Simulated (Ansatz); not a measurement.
How far is PAW off for Sb?

```
Sb
1.0
     3.16000    0.00000    0.00000
     0.00000    3.16000    0.00000
     0.00000    0.00000    3.16000
Sb
1
Direct
  0.00000 0.00000 0.00000
```

The conventional cell has a = 3.160 Å, b = 3.160 Å, c = 3.160 Å, α = 90.00°, β = 90.00°, γ = 90.00°. Around Sb (atom 1) lie 6 Sb at 3.16 Å.

The cell is COD entry 9013008, as deposited and not checked against the literature; nothing was relaxed.

No spin–orbit coupling, which matters for the heavy atoms here.

All numbers are computed: DFT, PBE, PAW with Ansatz's default frozen-core files, scalar-relativistic (Ansatz 0.2.0); DFT, PBE, all-electron LAPW, scalar-relativistic (Ansatz 0.2.0).

For PAW: a Γ-centred 13×13×13 k mesh, Fermi–Dirac smearing of 0.05 eV, cutoff 420 eV, no spin polarisation. LAPW targets a basis error of 1 meV/atom. The Ansatz runs share mesh, smearing and spin set-up. Plane-wave (PAW) pressures include the program's estimate of the Pulay term.

Stress and pressure are positive in compression.

Levels count from the Fermi level.

PAW results:

| quantity | PAW |
| --- | --- |
| pressure (GPa) | -2.50 |
| highest filled level at X (eV) | -5.251 |
| lowest empty level at X (eV) | 4.894 |
| highest filled level at M (eV) | -3.344 |
| lowest empty level at M (eV) | 2.341 |
| highest filled level at R (eV) | -1.564 |
| lowest empty level at R (eV) | 4.909 |

(1) What does all-electron LAPW give for the same quantities?

## Answers

(1) 
| quantity | LAPW |
| --- | --- |
| pressure (GPa) | -2.50 |
| highest filled level at X (eV) | -5.253 |
| lowest empty level at X (eV) | 4.892 |
| highest filled level at M (eV) | -3.346 |
| lowest empty level at M (eV) | 2.341 |
| highest filled level at R (eV) | -1.566 |
| lowest empty level at R (eV) | 4.911 |
